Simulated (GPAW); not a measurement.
MnO: changing the Hubbard U on Mn d

```
Mn O
1.0
     0.00000    2.22200    2.22200
     2.22200    0.00000    2.22200
     2.22200    2.22200    0.00000
Mn O
1 1
Direct
  0.00000 0.00000 0.00000
  0.50000 0.50000 0.50000
```

The cell comes from a database or a generator and needn't be the form met in nature.

Kept alike: task single point; functional r2SCAN; k mesh 7 × 7 × 7; occupations fermi-dirac, width 0.05 eV; collinear spin, ferromagnetic start. Program: GPAW, GPAW PAW data sets (gpaw-data 1.2.1), cutoff 800 eV. The mesh is that of the run's cell of 2 atoms. No spin-orbit coupling.

```csv
"Hubbard U on Mn d, U (eV)",pressure (GPa),largest site moment (μB)
0,3.79,4.44
2,5.44,4.51
3,6.16,4.54
4,6.85,4.57
5,7.51,4.59
6,?,?
8,9.25,4.65
```

Pressure is positive in compression; the values hold the error of the finite cutoff, so their zero can differ a little from the energy's minimum. The measured crystal is an antiferromagnetic insulator; a metallic or parallel state is the runs' own. How U acts hangs on the program's projectors. The runs hold the magnetic state that their start led to, which needn't be the lowest. Site moments count inside each atom's sphere or projector. All rows use potentials made for PBE.

Q: Fit the rows shown and predict the run at 6 eV.

A: A least-squares parabola through the rows shown is pressure = -0.0211 U² + 0.8494 U + 3.801 (largest miss 0.025); at U = 6 it gives 8.14 GPa. A least-squares parabola through the rows shown is largest site moment = -0.00142 U² + 0.0376 U + 4.44 (largest miss 0.003); at U = 6 it gives 4.61 μB. The run gave: pressure 8.13 GPa; largest site moment 4.61 μB.

Raising U from 0 to 8 eV at fixed volume increases the pressure from 3.79 to 9.25 GPa and the largest site moment from 4.44 to 4.65 μB, with no row breaking either trend. Both changes probably share one origin. In high-spin divalent Mn the majority d shell is full and the minority shell nominally empty, so covalency works mainly by letting O 2p electrons donate into minority d states. U pushes those states up and weakens the admixture. The moment then moves towards the ionic half-shell limit, while the loss of covalent attraction leaves the lattice wanting to expand. The pressure gained per eV shrinks as U grows, as expected when less hybridization remains to be removed.

The close prediction at 6 eV suggests that the same electronic state evolves smoothly across the series, without a spin or orbital switch. It is an interpolation, however, and the parabola has no physical standing at larger U. Nor does its success indicate which U best describes MnO.
